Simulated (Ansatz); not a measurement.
The system is CdS.

```
Cd S
1.0
     4.26117    0.00000    0.00000
    -2.13058    3.69028    0.00000
     0.00000    0.00000    5.80417
Cd S
1 1
Direct
  0.00000 0.00000 0.44269
  0.66667 0.33333 0.43431
```

Measurements of this composition are mostly on another form, of space group No. 186.

* Program: Ansatz 0.2.0
* Task: relaxation of cell and atoms
* Functional: revPBE
* Dispersion: D3(BJ)
* Potentials or basis: Ansatz PAW
* Cutoff: 420 eV (not typed: the program's choice for these potentials)
* k mesh: 7 × 7 × 5
* Occupations: fermi-dirac, width 0.05 eV
* Spin: no spin polarisation

At the start: volume 45.64 Å³/atom.

**Question.** Where does the relaxation end?

**Answer.** It ends after 20 steps and the volume is 20.29 Å³/atom (-55.5 %); space group P-6m2 (No. 187, to 0.05 Å).

Step by step:
```csv
step,energy change (eV),largest force (eV/Å),volume (Å³)
1,0.0000,0.0006,91.27
2,-0.0070,0.0043,89.12
3,-0.0250,0.0115,83.85
4,-0.0472,0.0178,79.07
5,-0.0744,0.0240,74.60
6,-0.1060,0.0283,70.69
7,-0.1361,0.0422,66.27
8,-0.1590,0.0701,61.73
9,-0.1715,0.1455,57.07
10,-0.2089,0.0816,56.77
11,-0.2405,0.0387,54.96
12,-0.2778,0.0855,49.88
13,-0.3254,0.2626,45.46
14,-0.4104,0.2158,43.61
15,-0.4374,0.1695,38.86
16,-0.4444,0.2695,40.51
17,-0.4832,0.0192,40.36
18,-0.4841,0.0033,40.61
19,-0.4841,0.0005,40.57
20,-0.4811,0.0005,40.57
```

Final structure:
```
Cd S
1.0
     3.70158    0.00000    0.00000
    -1.85079    3.20566    0.00000
     0.00000    0.00000    3.41904
Cd S
1 1
Direct
  0.00000 0.00000 0.68854
  0.66667 0.33333 0.18846
```

Caveat: the volume moved by over 15 % at a fixed basis, so the end points are rough; the plane-wave basis is chosen anew once the cell has moved, so the energies of steps on either side of that aren't comparable; pairwise dispersion overbinds metals, which lowers pressure and volume; the PAW data sets come from PBE, with cores solved anew for the run's functional, which leaves a small shift of forces and pressure.
